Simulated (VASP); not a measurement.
# MgO (P6_3/mmc) in VASP: Born charges and dielectric tensor with LDA

Aim: the Born charges and dielectric tensor of MgO with LDA.

Program: VASP 6.6.1. These are calculated values, not measurements. Logs are shortened: lines on timing, memory, paths and dates and some standing lists are left out, and cuts for length are marked.

## 1. Starting point

The structure is hexagonal, space group P6_3/mmc (No. 194). Conventional cell: a = 3.434 Å, b = 3.434 Å, c = 4.124 Å, α = 90.00°, β = 90.00°, γ = 120.00°. Mg (site symmetry -6m2) has 5 O at 1.98 to 2.06 Å as nearest neighbours. O (site symmetry -6m2) is surrounded by 5 Mg at 1.98 to 2.06 Å.

Measurements of this composition are mostly on another form, of space group No. 225.

## 2. Born charges and dielectric tensor, LDA

INCAR reads:

```
SYSTEM = MgO
PREC = Accurate ; ENCUT = 600
EDIFF = 1E-8 ; ISMEAR = 0
SIGMA = 0.02 ; LREAL = .False.
LASPH = .True. ; NELM = 80
ALGO = Normal ; ISIF = 2
LWAVE = .False. ; LCHARG = .False.
GGA = CA ; LEPSILON = .True.
IBRION = 8 ; NSW = 1
```

KPOINTS reads:

```
regular mesh
0
Gamma
  3 3 2
  0 0 0
```

POSCAR reads:

```
MgO
1.0
    3.4343300000      0.0000000000      0.0000000000
   -1.7171700000      2.9742200000      0.0000000000
    0.0000000000      0.0000000000      4.1244100000
Mg O
2 2
Direct
    0.3333300000      0.6666700000      0.9522600000
    0.6666700000      0.3333300000      0.4522600000
    0.3333300000      0.6666700000      0.4523400000
    0.6666700000      0.3333300000      0.9523400000
```

Potentials or basis: VASP PAW LDA potentials, release 64 (Mg, O).

Started as:

```bash
cat potpaw_LDA.64/Mg/POTCAR potpaw_LDA.64/O/POTCAR > POTCAR
mpirun -np 1 vasp_std > vasp.out
```

OUTCAR:

```text
SYSTEM = MgO
   PREC = Accurate
   ENCUT = 600
   EDIFF = 1E-8
   ISMEAR = 0
   LREAL = .False.
   LASPH = .True.
   NELM = 80
   ISIF = 2
   GGA = CA
   LEPSILON = .True.
   IBRION = 8
   NSW = 1

 ion  position               nearest neighbor table
   1  0.333  0.667  0.952-   4 1.98   4 1.98   4 1.98   3 2.06   3 2.06   2 2.86   2 2.86   2 2.86
                             2 2.86   2 2.86   2 2.86
   2  0.667  0.333  0.452-   3 1.98   3 1.98   3 1.98   4 2.06   4 2.06   1 2.86   1 2.86   1 2.86
                             1 2.86   1 2.86   1 2.86
   3  0.333  0.667  0.452-   2 1.98   2 1.98   2 1.98   1 2.06   1 2.06
   4  0.667  0.333  0.952-   1 1.98   1 1.98   1 1.98   2 2.06   2 2.06

  LATTYP: Found a hexagonal cell.
 ALAT       =     3.4343300000
 C/A-ratio  =     1.2009358448

  Lattice vectors:

 A1 = (   3.4343300000,   0.0000000000,   0.0000000000)
 A2 = (  -1.7171700000,   2.9742200000,   0.0000000000)
 A3 = (   0.0000000000,   0.0000000000,   4.1244100000)

Analysis of symmetry for initial positions (statically):
=====================================================================
 Subroutine PRICEL returns:
 Original cell was already a primitive cell.

 Routine SETGRP: Setting up the symmetry group for a
 hexagonal supercell.

 Subroutine GETGRP returns: Found  4 space group operations
 (whereof  2 operations were pure point group operations)
 out of a pool of 24 trial point group operations.

The static configuration has the point symmetry C_1h.
 The point group associated with its full space group is C_2v.

Analysis of symmetry for dynamics (positions and initial velocities):
=====================================================================
 Subroutine PRICEL returns:
 Original cell was already a primitive cell.

 Routine SETGRP: Setting up the symmetry group for a
 hexagonal supercell.

 Subroutine GETGRP returns: Found  4 space group operations
 (whereof  2 operations were pure point group operations)
 out of a pool of 24 trial point group operations.

The dynamic configuration has the point symmetry C_1h.
 The point group associated with its full space group is C_2v.

 Subroutine INISYM returns: Found  4 space group operations
 (whereof  2 operations are pure point group operations),
 and found     1 'primitive' translations

----------------------------------------------------------------------------------------

                                     Primitive cell

  volume of cell :      42.1286

  direct lattice vectors                    reciprocal lattice vectors
     3.434330000  0.000000000  0.000000000     0.291177610  0.168111793  0.000000000
    -1.717170000  2.974220000  0.000000000     0.000000000  0.336222606  0.000000000
     0.000000000  0.000000000  4.124410000     0.000000000  0.000000000  0.242458921

  length of vectors
     3.434330000  3.434335076  4.124410000     0.336223103  0.336222606  0.242458921

  position of ions in fractional coordinates (direct lattice)
     0.333330000  0.666670000  0.952260000
     0.666670000  0.333330000  0.452260000
     0.333330000  0.666670000  0.452340000
     0.666670000  0.333330000  0.952340000

  ion indices of the primitive-cell ions
   primitive index   ion index
                 1           1
                 2           2
                 3           3
                 4           4

----------------------------------------------------------------------------------------

 KPOINTS: regular mesh

Automatic generation of k-mesh.
 Grid dimensions read from file:
[... 258 lines left out ...]
  ---------------------------------------------------
  free energy    TOTEN  =        -0.27103868 eV

  energy without entropy =       -0.27103868

------------------------ aborting loop because EDIFF is reached ----------------------------------------

--------------------------------------- Ionic step        2  -------------------------------------------

------------------------ aborting loop because EDIFF is reached ----------------------------------------

--------------------------------------- Ionic step        3  -------------------------------------------

------------------------ aborting loop because EDIFF is reached ----------------------------------------

 PIEZOELECTRIC TENSOR FIELD DIRECTION 3  (e Angst)
 -----------------------------------------------------------------------------
     0.00008  0.00000  0.00000           (  0.00002  0.00000  0.00000)
     0.00000  0.00008  0.00000           (  0.00000  0.00002  0.00000)
     0.00000  0.00000 -0.00121           (  0.00000  0.00000 -0.00015)

 PIEZOELECTRIC TENSOR FIELD DIRECTION 3  (C/m^2)
 -----------------------------------------------------------------------------
     0.00003  0.00000  0.00000
     0.00000  0.00003  0.00000
     0.00000  0.00000 -0.00046

[... ionic steps 4 to 9 ...]

--------------------------------------- Ionic step       10  -------------------------------------------

------------------------ aborting loop because EDIFF is reached ----------------------------------------

[... ionic steps 11 to 11 ...]

--------------------------------------- Ionic step       12  -------------------------------------------

 Free energy of the ion-electron system (eV)
  ---------------------------------------------------
  ---------------------------------------------------
  free energy    TOTEN  =        -0.36853810 eV

  energy without entropy =       -0.36853810

------------------------ aborting loop because EDIFF is reached ----------------------------------------

 INTERNAL STRAIN TENSOR  FOR ION    3  DIRECTION 3   (eV/Angst):
 -----------------------------------------------------------------------------
    -0.00378 -0.00000 -0.00601
    -0.00000 -0.00378  0.00347
    -0.00601  0.00347  0.03864

 MACROSCOPIC STATIC DIELECTRIC TENSOR (including local field effects in DFT)
 ------------------------------------------------------
           3.165048    -0.000024    -0.000000
          -0.000024     3.165033     0.000000
           0.000000     0.000000     3.222111
 ------------------------------------------------------

 PIEZOELECTRIC TENSOR (including local field effects)  for field in x, y, z        (e  Angst)
          XX          YY          ZZ          XY          YZ          ZX
  --------------------------------------------------------------------------------
  x     0.00000     0.00000     0.00000     0.00000    -0.00011    -0.00030
  y     0.00000     0.00000     0.00000     0.00000    -0.00043    -0.00011
  z     0.00008     0.00008    -0.00121     0.00000     0.00000     0.00000

 PIEZOELECTRIC TENSOR (including local field effects)  for field in x, y, z        (C/m^2)
          XX          YY          ZZ          XY          YZ          ZX
  --------------------------------------------------------------------------------
  x     0.00000     0.00000     0.00000     0.00000    -0.00004    -0.00011
  y     0.00000     0.00000     0.00000     0.00000    -0.00016    -0.00004
  z     0.00003     0.00003    -0.00046     0.00000     0.00000     0.00000

 BORN EFFECTIVE CHARGES (including local field effects) (in |e|, cummulative output)
 ---------------------------------------------------------------------------------
 ion    1
    1     1.77434    -0.00001     0.00000
    2    -0.00001     1.77434    -0.00000
    3     0.00000    -0.00000     1.97704
 ion    2
    1     1.77434    -0.00001    -0.00000
    2    -0.00001     1.77434     0.00000
    3    -0.00000     0.00000     1.97704
 ion    3
    1    -1.77434     0.00001     0.00005
    2     0.00001    -1.77434    -0.00003
    3     0.00000    -0.00000    -1.97704
 ion    4
    1    -1.77434     0.00001    -0.00005
    2     0.00001    -1.77434     0.00003
    3    -0.00000     0.00000    -1.97704

 INTERNAL STRAIN TENSOR FOR ION    4 for displacements in x,y,z  (eV/Angst):
          X           Y           Z          XY          YZ          ZX
  --------------------------------------------------------------------------------
  x    -0.00914     0.01150    -0.00021     9.90413     0.00138     0.00038
  y    10.06961   -10.07102     0.00012    -0.31867     0.00196     0.00138
  z    -0.00378    -0.00378     0.03864    -0.00000    -0.00347     0.00601

 SECOND DERIVATIVES (NOT SYMMETRIZED)
 ------------------------------------
               1X          1Y          1Z          2X          2Y          2Z          3X          3Y          3Z          4X          4Y          4Z
  1X   -11.542907   -0.000691    0.000062    1.537298   -0.000102   -0.000065    1.679114   -0.001406   -0.000394    8.326494    0.002198    0.000396
  1Y    -0.000691  -11.543750   -0.000036   -0.000102    1.537187    0.000038   -0.001406    1.677498    0.000227    0.002198    8.329065   -0.000229
  1Z    -0.000892    0.000515  -11.368142   -0.000892    0.000515    5.412828    0.000894   -0.000516    3.818646    0.000890   -0.000514    2.136668
  2X     1.537298   -0.000102    0.000065  -11.542907   -0.000691   -0.000062    8.326494    0.002198   -0.000396    1.679114   -0.001406    0.000394
  2Y    -0.000102    1.537187   -0.000038   -0.000691  -11.543750    0.000036    0.002198    8.329065    0.000229   -0.001406    1.677498   -0.000227
  2Z     0.000892   -0.000515    5.412828    0.000892   -0.000515  -11.368142   -0.000890    0.000514    2.136668   -0.000894    0.000516    3.818646
  3X     1.683140    0.001518   -0.000056    8.329271    0.002607    0.000071  -11.985622   -0.011879    0.000378    1.973211    0.007754   -0.000394
  3Y     0.001518    1.684900    0.000032    0.002607    8.332314   -0.000041   -0.011879  -11.999385   -0.000218    0.007754    1.982172    0.000227
  3Z     0.000814   -0.000470    3.794243    0.000815   -0.000470    2.171726   -0.000831    0.000480  -12.317332   -0.000797    0.000460    6.351363
  4X     8.329271    0.002607   -0.000071    1.683140    0.001518    0.000056    1.973211    0.007754    0.000394  -11.985622   -0.011879   -0.000378
  4Y     0.002607    8.332314    0.000041    0.001518    1.684900   -0.000032    0.007754    1.982172   -0.000227   -0.011879  -11.999385    0.000218
  4Z    -0.000815    0.000470    2.171726   -0.000814    0.000470    3.794243    0.000797   -0.000460    6.351363    0.000831   -0.000480  -12.317332

 Eigenvectors and eigenvalues of the dynamical matrix
 ----------------------------------------------------

   1 f  =   16.990029 THz   106.751503 2PiTHz  566.726378 cm-1    70.265084 meV
             X         Y         Z           dx          dy          dz
     -0.000021  1.982823  3.927511     0.000132   -0.000076    0.119021
      1.717181  0.991397  1.865306     0.000132   -0.000076   -0.119021
     -0.000021  1.982823  1.865636    -0.000163    0.000094   -0.697018
      1.717181  0.991397  3.927841    -0.000163    0.000094    0.697018
[... 71 lines left out ...]
  12 f/i=    0.005373 THz     0.033761 2PiTHz    0.179234 cm-1     0.022222 meV
             X         Y         Z           dx          dy          dz
     -0.000021  1.982823  3.927511     0.000000   -0.000000    0.549297
      1.717181  0.991397  1.865306    -0.000000    0.000000    0.549297
     -0.000021  1.982823  1.865636    -0.000001    0.000000    0.445278
      1.717181  0.991397  3.927841     0.000001   -0.000000    0.445278

--------------------------------------------------------------------------------------------------------

 MACROSCOPIC STATIC DIELECTRIC TENSOR IONIC CONTRIBUTION
 ------------------------------------------------------
           2.702112    -0.000696    -0.000000
          -0.000696     2.701319     0.000000
          -0.000000     0.000000     5.633203
 ------------------------------------------------------

 ELASTIC MODULI CONTR FROM IONIC RELAXATION (kBar)
 Direction    XX          YY          ZZ          XY          YZ          ZX
 --------------------------------------------------------------------------------
 XX        -675.3830    675.4926     -0.0031     22.2933      0.0000     -0.0000
 YY         675.4926   -675.6044      0.0096    -22.4805      0.0000      0.0000
 ZZ          -0.0031      0.0096     -0.0209      0.0110      0.0000     -0.0000
 XY          22.2933    -22.4805      0.0110   -656.0249      0.0000      0.0000
 YZ           0.0000      0.0000     -0.0000      0.0000     -0.0001      0.0001
 ZX          -0.0000      0.0000     -0.0000      0.0000      0.0001     -0.0002
 --------------------------------------------------------------------------------

 PIEZOELECTRIC TENSOR IONIC CONTR  for field in x, y, z        (C/m^2)
          XX          YY          ZZ          XY          YZ          ZX
  --------------------------------------------------------------------------------
  x     0.00000    -0.00000     0.00000     0.00000    -0.00019    -0.00009
  y    -0.00000     0.00000    -0.00000     0.00000    -0.00031    -0.00019
  z     0.00161     0.00161    -0.01022    -0.00000     0.00000    -0.00000
```

Wall time 45 s (1 thread of Intel Xeon 6975P-C (Granite Rapids), shared host); peak memory 0.18 GiB.

Results:

```yaml
Band_gap_on_the_k_mesh: 3.55 eV, direct
Electronic_dielectric_tensor_diagonal: 3.17, 3.17, 3.22
Born_charges_mean_of_the_diagonal: Mg +1.84; O -1.84 e
Highest_phonon_frequency_at_Γ_LO-TO_splitting_left_out: 567 cm⁻¹
```

Levels at points of the mesh, in eV from the valence-band top:
```
           k point  band 5  band 6  band 7  band 8  band 9  band 10  band 11  band 12
(0.00, 0.00, 0.00)   -1.85   -0.88   -0.88    0.00    3.55     9.57    12.38    12.55
(0.00, 0.00, 0.50)   -1.38   -1.38   -1.38   -1.38    6.56     6.56    12.91    12.91
```

Phonon frequencies in cm⁻¹ (negative: imaginary):
```
              q point                                frequencies
(0.000, 0.000, 0.000)  0 0 0 299 299 410 429 531 531 542 543 567
```

Electronic dielectric tensor:
```
3.17 0.00 0.00
0.00 3.17 0.00
0.00 0.00 3.22
```

Born effective charge tensors (e):
atom 1, Mg
```
1.77 0.00 0.00
0.00 1.77 0.00
0.00 0.00 1.98
```
atom 2, Mg
```
1.77 0.00 0.00
0.00 1.77 0.00
0.00 0.00 1.98
```
atom 3, O
```
-1.77  0.00  0.00
 0.00 -1.77  0.00
 0.00  0.00 -1.98
```
atom 4, O
```
-1.77  0.00  0.00
 0.00 -1.77  0.00
 0.00  0.00 -1.98
```

Caveat: the k mesh is coarse (spacing up to 0.76 Å⁻¹), so the values aren't converged. A hybrid or GW would open this gap; LDA tends to underestimate it.
